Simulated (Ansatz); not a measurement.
**P: squeezing one contact**

Aim: change the length of one contact in P (P1–P2) by moving its two atoms, all else held, and follow energy and force. The runs shown use LAPW and crystal datasets. Companion runs by PAW are cited. Its runs: the reference run (LAPW); shortest bond scaled by 1 (crystal datasets); shortest bond scaled by 0.94 (LAPW); shortest bond scaled by 0.82 (LAPW); shortest bond scaled by 0.76 (LAPW).

Computed with Ansatz 0.2.0 (DFT PBEsol, with the methods named in each step, unless a step's input says otherwise).

2 further runs of the same task are left out: 2 that didn't finish. Runs told in other sessions of the task aren't counted.

### 1 The structure to begin with

It takes space group R-3m (No. 166, trigonal). Conventional cell: a = 3.451 Å, b = 3.451 Å, c = 9.389 Å, α = 90.00°, β = 90.00°, γ = 120.00°. P (site symmetry 3m) has 3 P at 2.29 Å in its first shell of neighbours.

As a file:

```xyz
2
Lattice="1.7257 0.9963 3.1297 -1.7257 0.9963 3.1297 0.0000 -1.9927 3.1297" Properties=species:S:1:pos:R:3 pbc="T T T"
P     0.0000    0.0000    2.1321
P     0.0000    0.0000    7.2570
```

Atoms are numbered in the order of the input: P1, P2.

### 2 The bond as given, LAPW

File input.yaml:

```yaml
crystal:
  lattice:
    - [1.725725178, 0.9963478961, 3.1296800121]
    - [-1.725725178, 0.9963478961, 3.1296800121]
    - [0.0, -1.9926957921, 3.1296800121]
  atoms:
    - { symbol: P, position: [0.22708025, 0.22708025, 0.22708025] }
    - { symbol: P, position: [0.77291975, 0.77291975, 0.77291975] }
kpoints:
  mp_grid: { grid: [11, 11, 11] }
scf:
  occupations: { method: fermi_dirac, width: 0.05 }
hamiltonian:
  xc: pbesol
  pseudopotentials: { kind: all_electron, lapw: { basis_error: 0.001 } }
output:
  forces: true
  stress: true
  eigenvalues: true
  populations: true
```

On the command line:

```console
ansatz run input.yaml --threads 1 --pin off --max-ram 2048MiB --backend cpu --events-out ev --progress --plain --runs-dir out
```

### 3 Shortest bond scaled by 1, crystal datasets

input.yaml: that of step 2 with these lines changed.

```diff
@@ -14,3 +14,3 @@
   xc: pbesol
-  pseudopotentials: { kind: all_electron, lapw: { basis_error: 0.001 } }
+  pseudopotentials: { kind: all_electron, datasets: crystal }
 output:
@@ -19,2 +19,2 @@
   eigenvalues: true
-  populations: true
+  efg: { contact_densities: true }
```

### 4 Shortest bond scaled by 0.94, LAPW

File input.yaml:

```yaml
crystal:
  lattice:
    - [1.725725178, 0.9963478961, 3.1296800121]
    - [-1.725725178, 0.9963478961, 3.1296800121]
    - [0.0, -1.9926957921, 3.1296800121]
  atoms:
    - { symbol: P, position: [0.213455435, 0.213455435, 0.243455435] }
    - { symbol: P, position: [0.786544565, 0.786544565, 0.756544565] }
kpoints:
  mp_grid: { grid: [11, 11, 11] }
scf:
  occupations: { method: fermi_dirac, width: 0.05 }
hamiltonian:
  xc: pbesol
  pseudopotentials: { kind: all_electron, lapw: { basis_error: 0.001 } }
output:
  forces: true
  stress: true
  eigenvalues: true
  populations: true
```

### 5 Shortest bond scaled by 0.82, LAPW

input.yaml: that of step 4 with these lines changed.

```diff
@@ -6,4 +6,4 @@
   atoms:
-    - { symbol: P, position: [0.213455435, 0.213455435, 0.243455435] }
-    - { symbol: P, position: [0.786544565, 0.786544565, 0.756544565] }
+    - { symbol: P, position: [0.186205805, 0.186205805, 0.276205805] }
+    - { symbol: P, position: [0.813794195, 0.813794195, 0.723794195] }
 kpoints:
```

### 6 Shortest bond scaled by 0.76, LAPW

input.yaml: that of step 5 with these lines changed.

```diff
@@ -6,4 +6,4 @@
   atoms:
-    - { symbol: P, position: [0.186205805, 0.186205805, 0.276205805] }
-    - { symbol: P, position: [0.813794195, 0.813794195, 0.723794195] }
+    - { symbol: P, position: [0.17258099, 0.17258099, 0.29258099] }
+    - { symbol: P, position: [0.82741901, 0.82741901, 0.70741901] }
 kpoints:
```

(Steps that only read results are left out.)

What does the calculation give?

**Answer**, as computed:

| quantity | value |
| --- | --- |
| force along the bond, positive apart, at 1.743 Å (LAPW) | 12.47 eV/Å |
| force along the bond, positive apart, at 1.743 Å (PAW) | 12.50 eV/Å |

At 1.74 Å the force along the bond is 12.47 eV/Å by LAPW, and the energy stands 2.32 eV over the given length. With two atoms in the cell whole sublattices move, so the other contacts between the two sublattices change too; at scales over 1 some of them become the shortest. PAW's force differs from LAPW's by at most 25 meV/Å, at 1.74 Å.
